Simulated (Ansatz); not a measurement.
The system is CuO.

```
Cu O
1.0
     2.55255    0.00000    0.00000
     0.00000    2.55255    0.00000
     0.00000    0.00000    2.55255
Cu O
1 1
Direct
  0.00000 0.00000 0.00000
  0.50000 0.50000 0.50000
```

Measurements of this composition are mostly on another form, of space group No. 15.

| Quantity | Value |
| --- | --- |
| Program | Ansatz 0.2.0 |
| Task | relaxation of cell and atoms |
| Functional | PBE |
| Dispersion | D3(BJ) |
| Potentials or basis | Ansatz PAW |
| Cutoff | 420 eV (not typed: the program's choice for these potentials) |
| k mesh | 10 × 10 × 10 |
| Occupations | fermi-dirac, width 0.05 eV |
| Spin | no spin polarisation |

At the start: volume 8.32 Å³/atom.

Problem. Where does the relaxation end?

Solution. It ends after 7 steps and the volume is 8.87 Å³/atom (+6.6 %); space group Pm-3m (No. 221, to 0.05 Å).

Step by step:
```csv
step,energy change (eV),largest force (eV/Å),volume (Å³)
1,0.0000,0.0000,16.63
2,-0.0292,0.0000,17.12
3,-0.0385,0.0000,17.63
4,-0.0384,0.0000,17.69
5,-0.0452,0.0000,17.69
6,-0.0450,0.0000,17.73
7,-0.0452,0.0000,17.73
```

Final structure:
```xyz
2
Lattice="2.6076 0.0000 0.0000 0.0000 2.6076 0.0000 0.0000 0.0000 2.6076" Properties=species:S:1:pos:R:3 pbc="T T T"
Cu    0.0000    0.0000    0.0000
O     1.3038    1.3038    1.3038
```

Caveat: the plane-wave basis is chosen anew once the cell has moved, so the energies of steps on either side of that aren't comparable; the pressure holds a Pulay correction of +0.8 GPa for the finite cutoff; an odd number of electrons without spin polarisation forces a metal; a magnetic or distorted state may lie lower; the run has no spin polarisation, though such a crystal can be magnetic; pairwise dispersion overbinds metals, which lowers pressure and volume.
